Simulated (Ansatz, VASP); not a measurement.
**Two plane-wave programs on Si3Mo**

The input INCAR:

```
SYSTEM = Si3Mo
ALGO = Normal ; EDIFF = 1E-7
ENCUT = 520 ; GGA = PE
ISIF = 2 ; ISMEAR = 0
ISPIN = 2 ; LASPH = .TRUE.
LCHARG = .FALSE. ; LMAXMIX = 4
LORBIT = 11 ; LREAL = .FALSE.
LWAVE = .FALSE. ; MAGMOM = 0 0 0 1
NBANDS = 25 ; NELM = 150
PREC = Accurate ; SIGMA = 0.1
```

KPOINTS

```
k-points
0
G
  6 6 6
  0 0 0
```

The input POSCAR:

```
Si3Mo
1.0
   -2.5541734694      2.5541734694      2.5541734694
    2.5541734694     -2.5541734694      2.5541734694
    2.5541734694      2.5541734694     -2.5541734694
Si Mo
3 1
Direct
    0.0000000000      0.5000000000      0.5000000000
    0.5000000000      0.0000000000      0.5000000000
    0.5000000000      0.5000000000      0.0000000000
    0.0000000000      0.0000000000      0.0000000000
```

Input for Ansatz:

```yaml
crystal:
  lattice:
    - [-2.5541734694, 2.5541734694, 2.5541734694]
    - [2.5541734694, -2.5541734694, 2.5541734694]
    - [2.5541734694, 2.5541734694, -2.5541734694]
  atoms:
    - { symbol: Si, position: [0.0, 0.5, 0.5] }
    - { symbol: Si, position: [0.5, 0.0, 0.5] }
    - { symbol: Si, position: [0.5, 0.5, 0.0] }
    - { symbol: Mo, position: [0.0, 0.0, 0.0], spin: 1.0 }
basis:
  ecutwfc: 420
kpoints:
  mp_grid: { grid: [6, 6, 6] }
hamiltonian:
  xc: pbe
scf:
  occupations: { method: gaussian, width: 0.1 }
  lower_state_search: "off"
output:
  forces: true
  stress: true
  eigenvalues: true
  populations: true
magnetization:
  spin_polarized: true
```

Alike in both runs: task single point; functional PBE; k mesh 6 × 6 × 6; occupations gaussian, width 0.1 eV; collinear spin.

|  | VASP | Ansatz |
| --- | --- | --- |
| version | VASP 6.6.1 | Ansatz 0.2.0 |
| potentials or method | VASP PAW PBE potentials, release 64 (Si, Mo_sv) | scalar-relativistic, plane waves, PAW |
| plane-wave cutoff (eV) | 520 | 420 |
| valence electrons in the cell | 26 | 26 |

VASP gave:

| Quantity | Value |
| --- | --- |
| gap on the k mesh at the Fermi level (eV) | none |
| pressure (GPa) | 0.4 |
| net moment per atom (μB) | 0.16 |
| size of the moment on the site where the two differ most (μB) | 0.65 |

Problem. Estimate Ansatz's values.

Solution. gap on the k mesh at the Fermi level (eV): none; pressure (GPa): 0.4; net moment per atom (μB): 0.16; size of the moment on the site where the two differ most (μB): 0.54.

Site moments also hang on the region over which each program counts them. A gap of «none» marks a metal or a gap that the smearing closes.
